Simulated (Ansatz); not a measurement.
# MnO: the cost of one run

Computed with Ansatz 0.2.0 (DFT r2SCAN, scalar-relativistic, plane waves, PAW, unless a step's input says otherwise).

### Step 1. The system as given

Symmetry: P6_3mc, No. 186, hexagonal system. The conventional cell has a = 3.347 Å, b = 3.347 Å, c = 5.466 Å, α = 90.00°, β = 90.00°, γ = 120.00°. Mn (site symmetry 3m) has 4 O at 2.05 Å as nearest neighbours. O (site symmetry 3m) has 4 Mn at 2.05 Å as nearest neighbours.

Structure file:

```cif
data_structure
_symmetry_space_group_name_H-M 'P6_3mc'
_symmetry_Int_Tables_number 186
_cell_length_a 3.3469
_cell_length_b 3.3469
_cell_length_c 5.4655
_cell_angle_alpha 90.000
_cell_angle_beta 90.000
_cell_angle_gamma 120.000
_cell_volume 53.02
loop_
_atom_site_label
_atom_site_type_symbol
_atom_site_symmetry_multiplicity
_atom_site_Wyckoff_symbol
_atom_site_fract_x
_atom_site_fract_y
_atom_site_fract_z
_atom_site_occupancy
Mn1 Mn 2 b 0.33333 0.66667 0.00000 1
O1 O 2 b 0.33333 0.66667 0.37500 1
```

### Step 2. Relax cell and atoms

File input.yaml:

```yaml
crystal:
  lattice:
    - [3.346929, 0.0, 0.0]
    - [-1.673465, 2.898526, 0.0]
    - [0.0, 0.0, 5.465512]
  atoms:
    - { symbol: Mn, position: [0.0, 0.0, 0.0], spin: 4.43 }
    - { symbol: O, position: [0.0, 0.0, 0.375], spin: 0.24 }
    - { symbol: Mn, position: [0.33333333, 0.66666667, 0.5], spin: 4.43 }
    - { symbol: O, position: [0.33333333, 0.66666667, 0.875], spin: 0.24 }
basis:
  ecutwfc: 500
kpoints:
  mp_grid: { grid: [15, 15, 8] }
hamiltonian:
  xc: r2scan
scf:
  occupations: { method: gaussian, width: 0.1 }
output:
  forces: true
  stress: true
  eigenvalues: true
  populations: true
magnetization:
  spin_polarized: true
relax:
  adjacent_minimum: "off"
  f_tol: 0.005
  max_steps: 80
  cell: { stress_tol: 0.05 }
```

Run with:

```sh
ansatz run input.yaml --threads 2 --pin off --max-ram 4096MiB --backend cpu --events-out ev --progress --plain --runs-dir out
```

Q: Estimate wall time and peak memory on 2 threads of Intel Xeon 6975P-C (Granite Rapids), shared host.

About 2.4 min, with a peak of 0.89 GiB.
